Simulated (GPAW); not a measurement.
# SnS2 (P-3m1) in GPAW: band structure with LDA

Aim: the band structure of SnS2 with LDA.

All numbers are computed with GPAW 26.7.0; they aren't measurements. Logs are shortened: lines on timing, memory, paths and dates and some standing lists are left out, and cuts for length are marked. The log counts tension as positive stress, the text compression.

## 1. Starting point

It takes space group P-3m1 (No. 164, trigonal). Conventional cell: a = 3.648 Å, b = 3.648 Å, c = 5.899 Å, α = 90.00°, β = 90.00°, γ = 120.00°. Around Sn (site symmetry -3m) lie 6 S at 2.57 Å. S (site symmetry 3m) is surrounded by 3 Sn at 2.57 Å.

The cell was built by a generator and needn't be a form met in nature.

## 2. Band structure, LDA

The input, run.py:

```python
from ase import Atoms
from ase.dft.bandgap import bandgap
from ase.io import write
from ase.units import GPa
from gpaw import GPAW, PW

atoms = Atoms(['Sn', 'S', 'S'],
              cell=[[3.648, 0.0, 0.0],
                    [-1.824, 3.159260673, 0.0],
                    [0.0, 0.0, 5.899]],
              scaled_positions=[[0.0, 0.0, 0.0],
                                [0.3333333333, 0.6666666667, 0.25],
                                [0.6666666667, 0.3333333333, 0.75]],
              pbc=True)

calc = GPAW(mode=PW(600),
            xc='LDA',
            kpts={'size': (8, 8, 5), 'gamma': True},
            occupations={'name': 'fermi-dirac', 'width': 0.05},
            nbands=24,
            convergence={'density': 1e-05, 'energy': 1e-05},
            maxiter=150,
            txt='gpaw.txt')
atoms.calc = calc
energy = atoms.get_potential_energy()
forces = atoms.get_forces()
stress = atoms.get_stress()
calc.write('gs.gpw')
write('result.traj', atoms)
print(f'Energy: {energy:.6f} eV')
print('Forces (eV/A):')
print(forces.round(4))
print('Stress (GPa):', (stress / GPa).round(3))
print('Fermi level:', round(calc.get_fermi_level(), 4), 'eV')
print(f'Gap: {bandgap(calc)[0]:.4f} eV, direct: {bandgap(calc, direct=True)[0]:.4f} eV')

path = atoms.cell.bandpath('GMKGALHA,LM,KH', npoints=80, eps=1e-4)
bs_calc = calc.fixed_density(kpts=path, symmetry='off', nbands=38,
                             convergence={'bands': 'CBM+6.0', 'eigenstates': 1e-6}, txt='bands.txt')
bs = bs_calc.band_structure()
bs.write('bs.json')
print(f'Gap on the path: {bandgap(bs_calc)[0]:.4f} eV')
```

Potentials or basis: the program's PAW data sets (release 1.2.1) made for this functional, pw.

Run with:

```
OMP_NUM_THREADS=1 python run.py
```

gpaw.txt:

```text
__  _  _
 | _ |_)|_||  |
 |__||  | ||/\| - 26.7.0

Input parameters:
  mode=PW(ecut=600.0),
  convergence={'density': 1e-05, 'energy': 1e-05},
  kpts=MonkhorstPack(size=(8, 8, 5), gamma=True),
  maxiter=150,
  nbands=24,
  occupations=Occupations(name='fermi-dirac', width=0.05),
  xc=XC(name='LDA')

Diagonalizing LCAO Hamiltonian
Converting LCAO to pw mode

            S

        S

       Sn

Atoms  # Å, Bohr magnetons
|   | symbol |         x |        y |        z |    initial magnetic moments |
|---|--------|-----------|----------|----------|-----------------------------|
| 0 |     Sn |  0.000000 | 0.000000 | 0.000000 | ( 0.0000,  0.0000,  0.0000) |
| 1 |      S | -0.000000 | 2.106174 | 1.474750 | ( 0.0000,  0.0000,  0.0000) |
| 2 |      S |  1.824000 | 1.053087 | 4.424250 | ( 0.0000,  0.0000,  0.0000) |

Unit cell  # Å
| periodic |         x |        y |        z |  lengths |     angles |
|----------|-----------|----------|----------|----------|------------|
|      yes |  3.648000 | 0.000000 | 0.000000 | 3.648000 |  90.000000 |
|      yes | -1.824000 | 3.159261 | 0.000000 | 3.648000 |  90.000000 |
|      yes |  0.000000 | 0.000000 | 5.899000 | 5.899000 | 120.000000 |

Number of symmetries: 12
Symmetry operations  # r_c * U_cc + t_c -> r_c
|    | kind |            matrix            |
|----|------|------------------------------|
|  0 |  σ   |  1, 1, 0,  0,-1, 0,  0, 0, 1 |
|  1 |  S6  |  1, 1, 0, -1, 0, 0,  0, 0,-1 |
|  2 |  E   |  1, 0, 0,  0, 1, 0,  0, 0, 1 |
|  3 |  C2  |  1, 0, 0, -1,-1, 0,  0, 0,-1 |
|  4 |  C2  |  0, 1, 0,  1, 0, 0,  0, 0,-1 |
|  5 |  C3  |  0, 1, 0, -1,-1, 0,  0, 0, 1 |
|  6 |  S6  |  0,-1, 0,  1, 1, 0,  0, 0,-1 |
|  7 |  σ   |  0,-1, 0, -1, 0, 0,  0, 0, 1 |
|  8 |  σ   | -1, 0, 0,  1, 1, 0,  0, 0, 1 |
|  9 |  i   | -1, 0, 0,  0,-1, 0,  0, 0,-1 |
| 10 |  C3  | -1,-1, 0,  1, 0, 0,  0, 0, 1 |
| 11 |  C2  | -1,-1, 0,  0, 1, 0,  0, 0,-1 |

BZ-sampling:
  Number of BZ points: 320
  Number of IBZ points: 40

  Monkhorst-Pack size: [8, 8, 5]
  Monkhorst-Pack shift: [0.0625, 0.0625, 0.0]

K-points  # in reciprocal-cell coordinates
|     |                                coordinates |     weight |
|-----|--------------------------------------------|------------|
|   0 | (  0.00000000,   0.00000000,   0.00000000) | 0.00312500 |
|   1 | (  0.00000000,   0.00000000,   0.20000000) | 0.00625000 |
|   2 | (  0.00000000,   0.00000000,   0.40000000) | 0.00625000 |
|   3 | (  0.12500000,   0.00000000,  -0.40000000) | 0.01875000 |
|   4 | (  0.12500000,   0.00000000,  -0.20000000) | 0.01875000 |
|   5 | (  0.12500000,   0.00000000,   0.00000000) | 0.01875000 |
|   6 | (  0.12500000,   0.00000000,   0.20000000) | 0.01875000 |
|   7 | (  0.12500000,   0.00000000,   0.40000000) | 0.01875000 |
|   8 | (  0.25000000,  -0.12500000,   0.00000000) | 0.01875000 |
|   9 | (  0.25000000,  -0.12500000,   0.20000000) | 0.03750000 |
| ... |                                            |            |
|  39 | (  0.50000000,   0.50000000,   0.40000000) | 0.01875000 |

Plane wave coefficients: 2304
Cutoff: 600.0 eV

Spin-components: 1 (collinear spins)
Bands:           24
Projectors:      16
Spin-degeneracy: 2
Datatype:        complex128

Parallelization:
  kpt:    1
  domain: 1
  band:   1

Density:
  Valence electrons: 26.0
  Components: 1
  Grid points: [21 21 35]
  Charge: 0.0  # |e|

Potential:
  Grid points: [21 21 35]

species:
  Sn:
    name:    Tin
    Z:       50.0
    valence: 14
    core:    36
    charge:  0.0  # [|e|]
    compensation charges:
      type: gauss
      rc: 0.38  # [Å]
      lmax: 2
    cutoffs:
      filter: 2.23  # [Å]
      core: 2.35  # [Å]
    projectors
    | kind |    occ | energy [eV] | rcut [Å] |
    |------|--------|-------------|----------|
    |   5s |  2.000 |     -10.799 |    1.201 |
    |   5p |  2.000 |      -3.869 |    1.270 |
    |   4d | 10.000 |     -25.910 |    1.185 |
    |    s |        |      16.413 |    1.201 |
    |    p |        |      23.342 |    1.270 |
    |    d |        |       1.302 |    1.185 |

    Using partial waves for Sn as LCAO basis

  S:
    name:    Sulfur
    Z:       16.0
    valence: 6
    core:    10
    charge:  0.0  # [|e|]
    compensation charges:
      type: gauss
      rc: 0.24  # [Å]
      lmax: 2
    cutoffs:
      filter: 1.77  # [Å]
      core: 1.66  # [Å]
    projectors
    | kind |    occ | energy [eV] | rcut [Å] |
    |------|--------|-------------|----------|
    |   3s |  2.000 |     -17.278 |    0.974 |
    |   3p |  4.000 |      -7.106 |    0.979 |
    |    s |        |       9.933 |    0.974 |
    |    p |        |      20.105 |    0.979 |
    |    d |        |       0.000 |    0.900 |

    Using partial waves for S as LCAO basis

Reference energy: -189514.754698  # eV

eigensolver:
  PPCG
  Converge bands: occupied
  niter=2

density mixing:
  MSR1-Mixer
  Pratt-step length: 0.05
  Maximum mixing coefficient: 0.75
  Old densities: 10
  SVD Regularization: 0.005
  Good broyden scale: 1.0
  Trust region scale: 1.0
  Backstep threshold: 4.0
  History deletion threshold: 6.0
  Fourier metric: weight=20.0, sigma=0.015

occupation numbers:
  Fermi-Dirac:
    width: 0.0500  # eV

poisson solver:
  ecut: 4800.0  # eV

xc functional:
  name: None

convergence criteria:
- Maximum integral of absolute [dens]ity change: 1e-05 electrons / valence electron
- Maximum [total energy] change in last 3 cyles: 1e-05 eV / valence electron
- Maximum integral of absolute [eigenst]ate change: 4e-08 eV^2 / valence electron
maximum number of iterations: 150

SCF iterations
|iter     | |      energy | eigst |  dens |
|---------|-|-------------|-------|-------|
|iter:   1| |  -15.748331 | +0.14 |       |
|iter:   2| |  -15.662628 | -1.78 | -1.17 |
|iter:   3| |  -15.341023 | -1.68 | -1.21 |
|iter:   4| |  -15.304845 | -2.53 | -1.66 |
|iter:   5| |  -15.303033 | -4.08 | -2.06 |
|iter:   6| |  -15.302361 | -4.16 | -2.39 |
|iter:   7| |  -15.302361 | -5.88 | -3.41 |
|iter:   8| |  -15.302362c| -7.03 | -3.95 |
|iter:   9| |  -15.302362c| -7.57c| -4.65 |
|iter:  10| |  -15.302362c| -8.17c| -5.55c|

Converged in 10 steps
Energy contributions relative to reference atoms: (reference = -189514.754698)

Energy contributions:
  Kinetic:          17.704889
  Coulomb:         -16.381760
  Zero:              0.082112
  External:          0.000000
  Xc:              -16.707602
  Entropy:          -0.000000
  Spinorbit:         0.000000
  ----------------------------
  Free energy:     -15.302362
  Extrapolated:    -15.302362

dipole moment: (-6.111821, -10.585984, -19.766244)  # |e|*Ang

Fermi level: 5.082
Eigenvalues  # (at kpt = [0.000, 0.000, 0.000])
| band index |      eig [eV] | occ [0-2] |
|------------|---------------|-----------|
|          0 |       -16.422 |     2.000 |
|        ... |               |           |
|          5 |        -9.383 |     2.000 |
|          6 |        -7.289 |     2.000 |
|          7 |        -1.303 |     2.000 |
|          8 |         3.787 |     2.000 |
|          9 |         3.787 |     2.000 |
|         10 |         4.090 |     2.000 |
|         11 |         4.090 |     2.000 |
|         12 |         4.428 |     2.000 |
|         13 |         6.127 |     0.000 |
|         14 |         7.886 |     0.000 |
|         15 |         9.697 |     0.000 |
|         16 |         9.697 |     0.000 |
|         17 |        13.200 |     0.000 |
|         18 |        13.854 |     0.000 |
|         19 |        13.854 |     0.000 |
|         20 |        14.678 |     0.000 |
|        ... |               |           |
|         23 |        15.791 |     0.000 |

Gap: 1.279 eV
Transition (v -> c):
  (s=0, k=0, n=12, [0.00, 0.00, 0.00]) -> (s=0, k=39, n=13, [0.50, 0.50, 0.40])
Direct/indirect transitions are different
Direct gap: 1.698 eV
Transition at: (s=0, k=0, n=12, [0.00, 0.00, 0.00])

Forces  # eV/Ang
|        x |        y |        z |
|----------|----------|----------|
|  0.00000 |  0.00000 |  0.00000 |  # Sn   0
| -0.00000 | -0.00000 | -0.14757 |  # S    1
|  0.00000 | -0.00000 |  0.14757 |  # S    2

Stress tensor  # eV/Ang^3
|         x |         y |         z |
|-----------|-----------|-----------|
|  0.011081 | -0.000000 |  0.000000 |
| -0.000000 |  0.011081 | -0.000000 |
|  0.000000 | -0.000000 |  0.011963 |

# Writing to gs.gpw (mode='')
```

stdout:

```text
Energy: -15.302362 eV
Forces (eV/A):
[[ 0.      0.      0.    ]
 [-0.     -0.     -0.1476]
 [ 0.     -0.      0.1476]]
Stress (GPa): [ 1.775  1.775  1.917 -0.     0.    -0.   ]
Fermi level: 5.0823 eV
Gap: 1.2791 eV, direct: 1.6984 eV
Gap on the path: 1.2308 eV
```

Wall time 99 s (1 thread of Intel Xeon Platinum 8375C at 2.90GHz (Ice Lake), shared host); peak memory 0.37 GiB.

What came out:

| Property | Result |
| --- | --- |
| Free energy | -15.3024 eV |
| Pressure | -1.8 GPa |
| Largest force | 0.148 eV/Å |
| Band gap on the k mesh | 1.28 eV, indirect (least direct gap 1.70 eV) |
| Band gap along the path | 1.23 eV, indirect (least direct gap 1.70 eV) |

Forces in eV/Å, atoms in the order of the input:
```
Sn   0.000  0.000  0.000
S    0.000  0.000 -0.148
S    0.000  0.000  0.148
```

Levels at the corners of the path, in eV from the valence-band top:
```csv
point,band 11,band 12,band 13,band 14,band 15,band 16
Γ,-0.36,-0.36,-0.02,1.68,3.44,5.25
M,-2.58,-1.09,-0.29,1.56,4.25,5.75
K,-3.27,-1.45,-1.45,1.84,6.78,6.78
Γ,-0.36,-0.36,-0.02,1.68,3.44,5.25
A,-0.75,-0.22,-0.22,2.92,3.51,4.99
L,-1.85,-0.76,-0.65,1.31,4.46,5.31
H,-3.65,-0.36,-0.36,2.90,5.13,5.13
A,-0.75,-0.22,-0.22,2.92,3.51,4.99
L,-1.85,-0.76,-0.65,1.31,4.46,5.31
M,-2.58,-1.09,-0.29,1.56,4.25,5.75
K,-3.27,-1.45,-1.45,1.84,6.78,6.78
H,-3.65,-0.36,-0.36,2.90,5.13,5.13
```

Caveat: spin-orbit coupling is left out, which moves the levels of the heavy elements.
